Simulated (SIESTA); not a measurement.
Li2O:

```
O Li
1.0
     0.00000    2.32685    2.32685
     2.32685    0.00000    2.32685
     2.32685    2.32685    0.00000
O Li
1 2
Direct
  0.00000 0.00000 0.00000
  0.25000 0.25000 0.25000
  0.75000 0.75000 0.75000
```

The cell comes from a database or a generator and needn't be the stable form of this composition.

Base run:

| Property | Result |
| --- | --- |
| Program | SIESTA 5.4.2 |
| Functional | PBEsol |
| Potentials or basis | PseudoDojo 0.4 standard (PBEsol files) |
| Basis | DZP (energy shift 0.003 Ry; two zetas on semicore shells) |
| Grid cutoff | 800 Ry |
| Energy shift | 0.003 Ry |
| k mesh | 10 × 10 × 10 |
| Occupations | fermi-dirac, width 0.05 eV |
| Spin | no spin polarisation |

Its results: band gap on the k mesh 4.95 eV, indirect (least direct gap 4.99 eV); pressure -2.3 GPa.

The run is repeated on the same cell with these changes: functional from PBEsol to PBE; potentials or basis from PseudoDojo 0.4 standard (PBEsol files) to PseudoDojo 0.4 standard (PBE files). What comes out?

Band gap on the k mesh 5.08 eV, direct; pressure 0.2 GPa.

Caveats: the basis of atomic orbitals isn't converged, which shifts pressures, moduli and gaps.
